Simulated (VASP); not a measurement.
# Si (P1) in VASP: notebook

One crystal, Si, is run at these levels: PBE; tasks: single point.

Everything below comes from runs of VASP 6.6.1. Logs are shortened: lines on timing, memory, paths and dates and some standing lists are left out, and cuts for length are marked.

### 1 The crystal as given

The typed cell holds 16 atoms: a = 7.805 Å, b = 7.805 Å, c = 7.805 Å, α = 60.00°, β = 60.00°, γ = 60.00°.

The cell was built by a generator and needn't be a form met in nature.

### 2 Single point, PBE

Input file INCAR:

```
SYSTEM = Si
PREC = Accurate
ENCUT = 520
EDIFF = 1E-7
ISMEAR = -1
SIGMA = 0.17
LREAL = Auto
LASPH = .True.
NELM = 80
ALGO = Fast
ISIF = 2
LWAVE = .False.
LCHARG = .False.
GGA = PE
NBANDS = 46
```

Input file KPOINTS:

```
regular mesh
0
Gamma
  3 3 3
  0 0 0
```

Input file POSCAR:

```
Si
1.0
    0.0000000000      5.5190320000      5.5190320000
    5.5190320000      0.0000000000      5.5190320000
    5.5190320000      5.5190320000      0.0000000000
Si
16
Direct
    0.0354228785     -0.0079905317     -0.0131907190
    0.1519288165      0.1125922082      0.1095300770
    0.0296609985     -0.0207463918      0.5067011751
    0.1471634881      0.1236629902      0.6212321291
    0.0050099365      0.4800932482      0.0056259866
    0.1320883807      0.6370320013      0.1095844344
    0.0298965471      0.5137495126      0.4735613057
    0.1652554289      0.5977950481      0.6190487752
    0.5315515474     -0.0205199028     -0.0054266763
    0.6527412778      0.1073557827      0.1041124603
    0.5256537741     -0.0167420664      0.4828564140
    0.6500505886      0.0847340621      0.6306812499
    0.4917529016      0.4938547195     -0.0151113456
    0.6439988027      0.5886448928      0.1267160618
    0.5214501384      0.4701911495      0.5151084466
    0.6419241635      0.6253814075      0.6109585884
```

Potentials or basis: VASP PAW PBE potentials, release 64 (Si).

Launch:

```bash
cat potpaw_PBE.64/Si/POTCAR > POTCAR
mpirun -np 1 vasp_std > vasp.out
```

OUTCAR:

```text
SYSTEM = Si
   PREC = Accurate
   ENCUT = 520
   EDIFF = 1E-7
   ISMEAR = -1
   LREAL = Auto
   LASPH = .True.
   NELM = 80
   ISIF = 2
   GGA = PE

 ion  position               nearest neighbor table
   1  0.035  0.992  0.987-   6 2.27   2 2.29   4 2.33  10 2.44
   2  0.152  0.113  0.110-   1 2.29   5 2.35   9 2.42   3 2.53
   3  0.030  0.979  0.507-   4 2.40  12 2.43   8 2.43   2 2.53
   4  0.147  0.124  0.621-   1 2.33   3 2.40  11 2.42   7 2.49
   5  0.005  0.480  0.006-  14 2.30   2 2.35   8 2.47   6 2.48
   6  0.132  0.637  0.110-   1 2.27  13 2.30   7 2.32   5 2.48
[... 8 lines left out ...]
  15  0.521  0.470  0.515-   8 2.27  16 2.38  12 2.46  14 2.48
  16  0.642  0.625  0.611-  11 2.28  15 2.38  13 2.39   7 2.48

  LATTYP: Found a face centered cubic cell.
 ALAT       =    11.0380640000

  Lattice vectors:

 A1 = (   0.0000000000,   5.5190320000,   5.5190320000)
 A2 = (   5.5190320000,   0.0000000000,   5.5190320000)
 A3 = (   5.5190320000,   5.5190320000,   0.0000000000)

Analysis of symmetry for initial positions (statically):
=====================================================================
 Subroutine PRICEL returns:
 Original cell was already a primitive cell.

 Routine SETGRP: Setting up the symmetry group for a
 face centered cubic supercell.

 Subroutine GETGRP returns: Found  1 space group operations
 (whereof  1 operations were pure point group operations)
 out of a pool of 48 trial point group operations.

The static configuration has the point symmetry C_1 .

Analysis of symmetry for dynamics (positions and initial velocities):
=====================================================================
 Subroutine PRICEL returns:
 Original cell was already a primitive cell.

 Routine SETGRP: Setting up the symmetry group for a
 face centered cubic supercell.

 Subroutine GETGRP returns: Found  1 space group operations
 (whereof  1 operations were pure point group operations)
 out of a pool of 48 trial point group operations.

The dynamic configuration has the point symmetry C_1 .

 Subroutine INISYM returns: Found  1 space group operations
 (whereof  1 operations are pure point group operations),
 and found     1 'primitive' translations

----------------------------------------------------------------------------------------

                                     Primitive cell

  volume of cell :     336.2163

  direct lattice vectors                    reciprocal lattice vectors
     0.000000000  5.519032000  5.519032000    -0.090595597  0.090595597  0.090595597
     5.519032000  0.000000000  5.519032000     0.090595597 -0.090595597  0.090595597
     5.519032000  5.519032000  0.000000000     0.090595597  0.090595597 -0.090595597

  length of vectors
     7.805089906  7.805089906  7.805089906     0.156916177  0.156916177  0.156916177

  position of ions in fractional coordinates (direct lattice)
     0.035422879  0.992009468  0.986809281
     0.151928817  0.112592208  0.109530077
     0.029660998  0.979253608  0.506701175
     0.147163488  0.123662990  0.621232129
     0.005009937  0.480093248  0.005625987
     0.132088381  0.637032001  0.109584434
[... 8 lines left out ...]
     0.521450138  0.470191150  0.515108447
     0.641924164  0.625381408  0.610958588

  ion indices of the primitive-cell ions
   primitive index   ion index
                 1           1
                 2           2
                 3           3
                 4           4
                 5           5
                 6           6
[... 8 lines left out ...]
                15          15
                16          16

----------------------------------------------------------------------------------------

 KPOINTS: regular mesh

Automatic generation of k-mesh.
 Grid dimensions read from file:
 generate k-points for:    3    3    3

 Generating k-lattice:

  Cartesian coordinates                     Fractional coordinates (reciprocal lattice)
    -0.030198532  0.030198532  0.030198532     0.333333333  0.000000000  0.000000000
     0.030198532 -0.030198532  0.030198532     0.000000000  0.333333333  0.000000000
     0.030198532  0.030198532 -0.030198532     0.000000000  0.000000000  0.333333333

  Length of vectors
     0.052305392  0.052305392  0.052305392

  Shift w.r.t. Gamma in fractional coordinates (k-lattice)
     0.000000000  0.000000000  0.000000000

 Subroutine IBZKPT returns following result:
 ===========================================

 Found     14 irreducible k-points:

 Following reciprocal coordinates:
            Coordinates               Weight
  0.000000  0.000000  0.000000      1.000000
  0.333333  0.000000  0.000000      2.000000
  0.000000  0.333333  0.000000      2.000000
  0.000000  0.000000  0.333333      2.000000
  0.333333  0.333333  0.333333      2.000000
  0.333333  0.333333  0.000000      2.000000
  0.000000  0.333333  0.333333      2.000000
  0.333333  0.000000  0.333333      2.000000
 -0.333333  0.333333  0.000000      2.000000
  0.000000 -0.333333  0.333333      2.000000
  0.333333  0.000000 -0.333333      2.000000
  0.333333  0.333333 -0.333333      2.000000
 -0.333333  0.333333 -0.333333      2.000000
  0.333333 -0.333333 -0.333333      2.000000
   k-points           NKPTS =     14   k-points in BZ     NKDIM =     14   number of bands    NBANDS=     46
   number of dos      NEDOS =    301   number of ions     NIONS =     16
   total plane-waves  NPLWV = 216000
   dimension x,y,z NGX =    60 NGY =   60 NGZ =   60
   dimension x,y,z NGXF=   120 NGYF=  120 NGZF=  120
   ions per type =              16
   NGX,Y,Z   is equivalent  to a cutoff of  12.78, 12.78, 12.78 a.u.
   NGXF,Y,Z  is equivalent  to a cutoff of  25.56, 25.56, 25.56 a.u.
 SYSTEM =  Si
   PREC   = accura    normal or accurate (medium, high low for compatibility)
   ISTART =      0    job   : 0-new  1-cont  2-samecut
   ICHARG =      2    charge: 1-file 2-atom 10-const
   ISPIN  =      1    spin polarized calculation?
   LNONCOLLINEAR =      F non collinear calculations
   LSORBIT =      F    spin-orbit coupling
   LASPH  =      T    aspherical Exc in radial PAW
   ENCUT  =  520.0 eV  38.22 Ry    6.18 a.u.  14.51 14.51 14.51*2*pi/ulx,y,z
   NELM   =     80;   NELMIN=  2; NELMDL= -5     # of ELM steps
   EDIFF  = 0.1E-06   stopping-criterion for ELM
   LREAL  =      T    real-space projection
   EDIFFG = 0.1E-05   stopping-criterion for IOM
   NSW    =      0    number of steps for IOM
   IBRION =     -1    ionic relax: 0-MD 1-quasi-New 2-CG
   NFREE  =      0    steps in history (QN), initial steepest desc. (CG)
   ISIF   =      2    stress and relaxation
   ISYM   =      2    0-nonsym 1-usesym 2-fastsym
   POTIM  = 0.5000    time-step for ionic-motion
   TEBEG  =    0.0;   TEEND  =   0.0 temperature during run
   PSTRESS=    0.0 pullay stress
   NELECT =      64.0000    total number of electrons
   NUPDOWN=      -1.0000    fix difference up-down
   EMIN   =  10.00;   EMAX   =-10.00  energy-range for DOS
   EFERMI =   0.00;   METHOD = LEGACY
   ISMEAR =    -1;   SIGMA  =   0.17  broadening in eV -4-tet -1-fermi 0-gaus
   EFERMI_NEDOS =   21; number of points for ismear=-14 and -15
   IALGO  =     68    algorithm
   IMIX   =      4    mixing-type and parameters
     AMIX     =   0.40;   BMIX     =  1.00
     AMIX_MAG =   1.60;   BMIX_MAG =  1.00
  volume/ion in A,a.u.               =      21.01       141.81
  Fermi-wavevector in a.u.,A,eV,Ry     =   0.941735  1.779621 12.066521  0.886864
  Thomas-Fermi vector in A             =   2.069275
   LORBIT       =      0    0 simple, 1 ext, 2 COOP (PROOUT), +10 PAW based schemes
   GGA     = PE    functional components
   LHFCALC =     F    Hartree Fock is set to
   AEXX    =    0.0000 exact exchange contribution
   IVDW    =     0    specifies the selected vdW correction
   LEPSILON=     F    determine dielectric tensor
   LRPA    =     F    only Hartree local field effects (RPA)
 non-spin polarized calculation
 RMM-DIIS sequential band-by-band and
  energy-cutoff  :      520.00
  volume of cell :      336.22
 maximum number of plane-waves:      9185
 NGX is ok and might be reduce to    60
   NGX = 29   NGY = 29   NGZ = 29

 number of electron      64.0000000 magnetization

 Free energy of the ion-electron system (eV)
  ---------------------------------------------------
  ext. energy  EPLUGINS =         0.00000000
  ---------------------------------------------------
  free energy    TOTEN  =       -85.56428169 eV

  energy without entropy =      -85.45269776  energy(sigma->0) =      -85.50848973

 E-fermi :   5.6389     XC(G=0):  -9.2266

 val. band max:        5.5165570148   @ k =   0.0000   0.0000   0.0000
 cond. band min:       5.9262240530   @ k =   0.0000   0.0000   0.0000
 fundamental gap:      0.4096670382
 Fermi energy:         5.6388718684

 k-point     1 :       0.0000    0.0000    0.0000
  band No.  band energies     occupation
      1      -6.3282      2.00000
      2      -4.3024      2.00000
      3      -4.1753      2.00000
      4      -4.0668      2.00000
      5      -3.9168      2.00000
      6      -2.6524      2.00000
[... 36 lines left out ...]
     43       7.8211      0.00001
     44       7.8636      0.00000

 k-point     2 :       0.3333    0.0000    0.0000
  band No.  band energies     occupation
      1      -5.9891      2.00000
      2      -5.0271      2.00000
      3      -4.0653      2.00000
      4      -3.9835      2.00000
      5      -3.8300      2.00000
      6      -3.5042      2.00000
[... 36 lines left out ...]
     43       8.1274      0.00000
     44       8.4646      0.00000

 k-point     3 :       0.0000    0.3333    0.0000
  band No.  band energies     occupation
      1      -5.9901      2.00000
      2      -5.0266      2.00000
      3      -4.1727      2.00000
      4      -3.9291      2.00000
      5      -3.7833      2.00000
      6      -3.4893      2.00000
[... 506 lines left out ...]
     43       8.8676      0.00000
     44       8.9675      0.00000

 k-point    14 :       0.3333   -0.3333   -0.3333
  band No.  band energies     occupation
      1      -5.4753      2.00000
      2      -5.1490      2.00000
      3      -4.9684      2.00000
      4      -4.2397      2.00000
      5      -4.0286      2.00000
      6      -3.3404      2.00000
[... 36 lines left out ...]
     43       8.8400      0.00000
     44       8.9672      0.00000
 [bands above 44 left out]

------------------------ aborting loop because EDIFF is reached ----------------------------------------

  FORCE on cell =-STRESS in cart. coord.  units (eV):
  Direction    XX          YY          ZZ          XY          YZ          ZX
  --------------------------------------------------------------------------------------
  -------------------------------------------------------------------------------------
  Total       -3.6427382     -3.8275777     -4.0995953     -0.2680694      1.0202195      0.2429582
  in kB      -17.3588044    -18.2396235    -19.5358734     -1.2774356      4.8616700      1.1577729
  external PRESSURE =     -18.3781004 kB  Pullay stress =       0.0000000 kB

 VOLUME and BASIS-vectors are now :
 -----------------------------------------------------------------------------
  energy-cutoff  :      520.00
  volume of cell :      336.22
      direct lattice vectors                 reciprocal lattice vectors
     0.000000000  5.519032000  5.519032000    -0.090595597  0.090595597  0.090595597
     5.519032000  0.000000000  5.519032000     0.090595597 -0.090595597  0.090595597
     5.519032000  5.519032000  0.000000000     0.090595597  0.090595597 -0.090595597

 POSITION                                       TOTAL-FORCE (eV/Angst)
 -----------------------------------------------------------------------------------
     10.92116      5.64173      5.67043         0.621433     -1.220278     -0.207088
      1.22590      1.44300      1.45990         0.906939      1.506617     -0.043283
      8.20103      2.96020      5.56823        -0.514305     -0.517031      0.109420
      4.11110      4.24080      1.49470        -0.568783     -0.698151      0.585095
      2.68070      0.05870      2.67730        -0.405097      0.089123      1.218507
      4.12060      1.33380      4.24480        -1.013665     -0.070129     -1.230424
[... 8 lines left out ...]
      5.43790      5.72080      5.47290        -1.425463      0.209610      0.696921
      6.82340      6.91470      6.99430        -0.736146      0.842158     -0.403883
 -----------------------------------------------------------------------------------
    total drift:                               -0.006636      0.004546     -0.006497

  FREE ENERGIE OF THE ION-ELECTRON SYSTEM (eV)
  ---------------------------------------------------
  free  energy   TOTEN  =       -85.5642816905 eV

  energy  without entropy=      -85.4526977604  energy(sigma->0) =      -85.50848973
```

Run time: 6 min. Hardware: 1 thread of Intel Xeon Platinum 8488C (Sapphire Rapids), shared host; peak memory 0.51 GiB.

Results:

```
Free energy            : -85.5643 eV
Pressure               : -1.8 GPa
Largest force          : 1.869 eV/Å
Band gap on the k mesh : 0.41 eV, direct
```

Forces on the atoms (eV/Å):
```
Si   0.621 -1.220 -0.207
Si   0.907  1.507 -0.043
Si  -0.514 -0.517  0.109
Si  -0.569 -0.698  0.585
Si  -0.405  0.089  1.219
Si  -1.014 -0.070 -1.230
Si   0.122  0.405 -1.449
Si   1.528 -0.555 -0.422
Si  -0.641 -0.102 -1.435
Si   0.924  0.303  0.714
Si   0.741 -0.638  0.377
Si  -0.023 -0.244  1.050
Si  -0.460  1.550  0.939
Si   0.944 -0.861 -0.499
Si  -1.425  0.210  0.697
Si  -0.736  0.842 -0.404
```

Stress tensor (GPa, compression positive):
```
-1.74 -0.13  0.12
-0.13 -1.82  0.49
 0.12  0.49 -1.95
```

Levels at points of the mesh, in eV from the valence-band top:
```
           k point  band 28  band 29  band 30  band 31  band 32  band 33  band 34  band 35  band 36  band 37
(0.00, 0.00, 0.00)    -1.12    -1.04    -0.26    -0.12     0.00     0.41     0.43     0.54     0.62     0.72
```

Caveat: an odd mesh through Γ misses points on the zone boundary, where band edges often lie; forces of over 1 eV/Å show positions far from the minimum, so gaps and moduli don't describe the material at rest.

### 3 Single point, PBE

Input file INCAR:

```
PREC = Accurate ; ENCUT = 520
EDIFF = 1E-6 ; ISMEAR = -1
SIGMA = 0.17 ; LREAL = Auto
LASPH = T ; NELM = 60
ALGO = Fast ; ISIF = 2
LWAVE = F ; LCHARG = F
GGA = PE ; NBANDS = 46
```

Input file KPOINTS:

```
regular mesh
0
Gamma
  3 3 3
```

Input file POSCAR:

```
Si
1.0
    0.0000000000      5.5190320000      5.5190320000
    5.5190320000      0.0000000000      5.5190320000
    5.5190320000      5.5190320000      0.0000000000
Si
16
Direct
    0.0550458849      0.0246963598     -0.0172494017
    0.1890548922      0.1234274416      0.1232824887
    0.0686261649     -0.0292170801      0.5113487293
    0.1686890020      0.1549003521      0.5853200344
    0.0402788025      0.5285347141      0.0004710971
    0.1613054608      0.6480212472      0.1195771287
    0.0352598064      0.5180256248      0.5157063775
    0.1798956774      0.5991177438      0.6314784912
    0.5859995014     -0.0607443479      0.0146311889
    0.6634859156      0.1370711386      0.0996913952
    0.5434648685      0.0583073264      0.4463826265
    0.6844497368      0.1032065043      0.6419604018
    0.5278280684      0.5056140280     -0.0252580525
    0.6576424996      0.6006035116      0.1206642759
    0.5473514196      0.5033581976      0.4877757549
    0.6532667323      0.6504945070      0.6045625392
```

Potentials or basis: VASP PAW PBE potentials, release 64 (Si).

Launch:

```bash
cat potpaw_PBE.64/Si/POTCAR > POTCAR
mpirun -np 1 vasp_std > vasp.out
```

Run time: 5.8 min. Hardware: 1 thread of Intel Xeon Platinum 8488C (Sapphire Rapids), shared host; peak memory 0.51 GiB.

Results (log left out):

| Quantity | Value |
| --- | --- |
| Free energy | -84.3161 eV |
| Pressure | -2.0 GPa |
| Largest force | 3.481 eV/Å |
| Band gap on the k mesh | 0.09 eV, direct |

Forces in eV/Å, atoms in the order of the input:
```
Si  -0.251 -0.618 -0.013
Si   0.263  0.192  0.171
Si  -0.093 -1.631  0.186
Si   0.579  1.544 -0.382
Si  -1.326  0.184 -1.748
Si   1.116  0.424  0.136
Si  -1.589 -2.565 -1.045
Si   1.525  1.160  1.341
Si   1.999 -2.668  0.999
Si  -1.348  0.422  1.208
Si   0.876  2.247 -1.797
Si  -0.413 -0.979  0.727
Si   0.062 -0.121  0.179
Si  -1.178  1.534 -0.294
Si  -0.575  1.170 -0.791
Si   0.354 -0.296  1.123
```

Stress tensor (GPa, compression positive):
```
-1.50  1.42  1.29
 1.42 -2.78  0.46
 1.29  0.46 -1.72
```

Levels at points of the mesh, in eV from the valence-band top:
```tsv
k point	band 28	band 29	band 30	band 31	band 32	band 33	band 34	band 35	band 36	band 37
(0.00, 0.00, 0.00)	-1.20	-0.97	-0.46	-0.21	0.00	0.09	0.34	0.37	0.43	0.66
```

Caveat: an odd mesh through Γ misses points on the zone boundary, where band edges often lie; forces of over 1 eV/Å show positions far from the minimum, so gaps and moduli don't describe the material at rest.

### 4 Single point, PBE

Input file INCAR:

```
SYSTEM = Si
PREC = Accurate ; ENCUT = 520
EDIFF = 1E-6 ; ISMEAR = -1
SIGMA = 0.17 ; LREAL = Auto
LASPH = .True. ; NELM = 60
ALGO = Fast ; ISIF = 2
LWAVE = .False. ; LCHARG = .False.
GGA = PE ; NBANDS = 46
```

Input file KPOINTS:

```
Automatic mesh
0
Gamma
  3 3 3
  0 0 0
```

Input file POSCAR:

```
Si
1.0
    0.0000000000      5.5190320000      5.5190320000
    5.5190320000      0.0000000000      5.5190320000
    5.5190320000      5.5190320000      0.0000000000
Si
16
Direct
    0.0791533733     -0.0014585891     -0.0547288003
    0.2277663909      0.1175115491      0.1222949967
    0.0818350029     -0.0255388989      0.4798214614
    0.2427871409      0.1269153721      0.5803463361
    0.0314366722      0.4900497044      0.0016488399
    0.1465202593      0.6455208087      0.0980697340
    0.0490122181      0.5216494487      0.4615664486
    0.1884931995      0.6131872401      0.6096177736
    0.6056949842     -0.0390376428     -0.0447995228
    0.7164752804      0.1389464674      0.0295794625
    0.5960374935     -0.0243792752      0.4527152588
    0.6910088581      0.1010684482      0.6221562042
    0.5273297926      0.4994082296      0.0024189024
    0.6780808664      0.6182334148      0.1195046523
    0.5332909829      0.5132512368      0.4696928737
    0.6820036557      0.6170103743      0.5932199705
```

Launch:

```bash
cat potpaw_PBE.64/Si/POTCAR > POTCAR
mpirun -np 1 vasp_std > vasp.out
```

Run time: 5.2 min. Hardware: 1 thread of Intel Xeon Platinum 8488C (Sapphire Rapids), shared host; peak memory 0.5 GiB.

It converged, with:

* Free energy: -83.0969 eV
* Pressure: -0.7 GPa
* Largest force: 4.391 eV/Å
* Band gap on the k mesh: 0.15 eV, indirect (least direct gap 0.23 eV)

Forces in eV/Å, atoms in the order of the input:
```
Si   1.192  0.537  1.534
Si  -1.143 -1.561 -0.690
Si   1.696  0.182  0.518
Si   0.303 -1.863 -1.209
Si  -1.685  0.966  1.175
Si  -0.757  0.862  0.195
Si  -0.408  1.371 -0.546
Si   1.073 -1.034 -1.745
Si   3.139  0.160 -0.703
Si   1.341  1.255 -0.942
Si  -0.110 -0.243  1.697
Si  -2.395 -2.738  2.460
Si  -0.916 -0.746  0.952
Si  -1.457 -0.840 -1.483
Si  -0.624  3.065 -0.179
Si   0.752  0.629 -1.036
```

Stress tensor (GPa, compression positive):
```
-1.01 -1.25 -1.65
-1.25 -1.01 -1.55
-1.65 -1.55  0.05
```

Levels at points of the mesh, in eV from the valence-band top:
```tsv
k point	band 30	band 31	band 32	band 33	band 34	band 35
(0.00, 0.00, 0.00)	-0.48	-0.32	-0.08	0.15	0.30	0.38
```

Caveat: an odd mesh through Γ misses points on the zone boundary, where band edges often lie; forces of over 1 eV/Å show positions far from the minimum, so gaps and moduli don't describe the material at rest.
